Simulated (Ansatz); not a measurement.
## Ti started on a C site in diamond, 64 atoms, charge +1

All numbers come from Ansatz (PAW, plane waves, no spin–orbit coupling) at the single k point (¼, ¼, ¼) without its symmetry partners. The atoms were relaxed with PBEsol in a fixed cell; other functionals are single points on those atoms unless said otherwise. The valence top and gap of the host come from its small cell on a dense mesh, with the band extrema sought between the mesh points, lined up by the mean potential, PBEsol gap 4.03 eV, r²SCAN gap 4.37 eV. The charge correction uses an assumed dielectric constant of 5.7.

Cell: a = 7.108 Å, b = 7.108 Å, c = 7.108 Å, α = 90.00°, β = 90.00°, γ = 90.00°.

Nearest atoms after relaxation, from the placed atom (for vacancies from the middle of the vacant sites): C at 1.81 Å, C at 1.81 Å, C at 1.81 Å, C at 2.06 Å, C at 2.17 Å, C at 2.17 Å, C at 2.21 Å, C at 2.49 Å.

Chemical potentials μ are those of reference phases of the elements at zero temperature by the same functional (the usual solids, diamond for C, grey Sn, and the molecules H2, N2, O2, F2, Cl2, Br2 and S8).

| functional | E(defect) − E(host) − Σ nμ + q·E_VBM (eV) | monopole (eV) | alignment (eV) | formation energy at E_F = VBM (eV) | moment (μB) | wall time, shared host |
| --- | --- | --- | --- | --- | --- | --- |
| PBEsol | 8.15 | 0.50 | 0.18 | 8.83 | 1.0 | 41 s on 8 threads of Platinum 8488C (relaxation) |
| r²SCAN | 8.40 | 0.50 | 0.19 | 9.09 | 1.0 | 19 s on 8 threads of Platinum 8488C |

Question: How does the monopole term follow by hand for this cubic cell?

Answer: q²·α·e²/(4πε₀)/(2εL) with the Madelung constant α = 2.837 and e²/4πε₀ = 14.40 eV·Å: 1 × 2.837 × 14.40 / (2 × 5.7 × 7.108) = 0.50 eV.

r²SCAN one-electron levels near the gap (the ten most localised at most), from the host's valence top, not corrected for the charge's images:

```tsv
level (eV)	spin	filling	atoms sharing it	element of the atom with most weight
-0.06	up	1.00	14.6	Ti
-0.01	up	1.00	16.9	Ti
0.01	down	1.00	15.3	Ti
0.65	down	0.00	9.5	Ti
3.67	up	0.00	2.3	Ti
3.71	up	0.00	2.2	Ti
3.84	down	0.00	2.2	Ti
3.87	down	0.00	2.3	Ti
4.45	up	0.00	8.0	Ti
```

One k point and a cell of this size can leave errors of several tenths of an eV in such numbers.
